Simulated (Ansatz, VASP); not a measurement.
# In in VASP and in Ansatz

Contents of POSCAR:

```
In
1.0
   -1.8825250000      1.8825250000      1.8825250000
    1.8825250000     -1.8825250000      1.8825250000
    1.8825250000      1.8825250000     -1.8825250000
In
1
Direct
    0.0000000000      0.0000000000      0.0000000000
```

INCAR.step1

```
  ALGO = Normal
  EDIFF = 1E-4
  ENCUT = 520
  GGA = PE
  ISMEAR = 1
  LASPH = True
  LCHARG = False
  LREAL = False
  LWAVE = True
  NBANDS = 12
  NELM = 100
  PREC = Accurate
  SIGMA = 0.2
```

Contents of INCAR.step2:

```
  ALGO = Normal
  EDIFF = 1E-6
  ENCUT = 520
  ISIF = 2
  ISMEAR = 1
  ISTART = 1
  LASPH = True
  LCHARG = True
  LELF = True
  LMIXTAU = True
  LREAL = False
  LVHAR = True
  LWAVE = False
  METAGGA = R2SCAN
  NBANDS = 12
  NELM = 100
  PREC = Accurate
  SIGMA = 0.2
```

File KPOINTS:

```
k-points
0
Gamma
  9 9 9
```

Input for Ansatz:

```yaml
crystal:
  lattice:
    - [-1.882525, 1.882525, 1.882525]
    - [1.882525, -1.882525, 1.882525]
    - [1.882525, 1.882525, -1.882525]
  atoms:
    - { symbol: In, position: [0.0, 0.0, 0.0] }
kpoints:
  mp_grid:
    grid: [9, 9, 9]
    shift: [0.0, 0.0, 0.0]
hamiltonian:
  xc: r2scan
scf:
  self_checks: low
  occupations:
    method: cold
    width: 0.2
output:
  stress: true
```

This isn't the form of In at room conditions, which is tetragonal.

Alike in both runs: task single point; functional r2SCAN; k mesh 9 × 9 × 9; no spin polarisation.

|  | VASP | Ansatz |
| --- | --- | --- |
| version | VASP 6.6.1 | Ansatz 0.2.0 |
| potentials or method | VASP PAW PBE potentials, release 64 (In_d) | plane waves, PAW |
| plane-wave cutoff (eV) | 520 | 500 |
| occupations | methfessel-paxton of order 1, width 0.2 eV | cold, width 0.2 eV |
| valence electrons in the cell | 13 | 13 |

VASP gave:

```
pressure (GPa) : 0.3
```

What did Ansatz give for the same quantities?

Pressure (GPa): 0.2.

Caveats: the PAW data sets were made with another functional, which shifts forces and pressure a little (VASP).
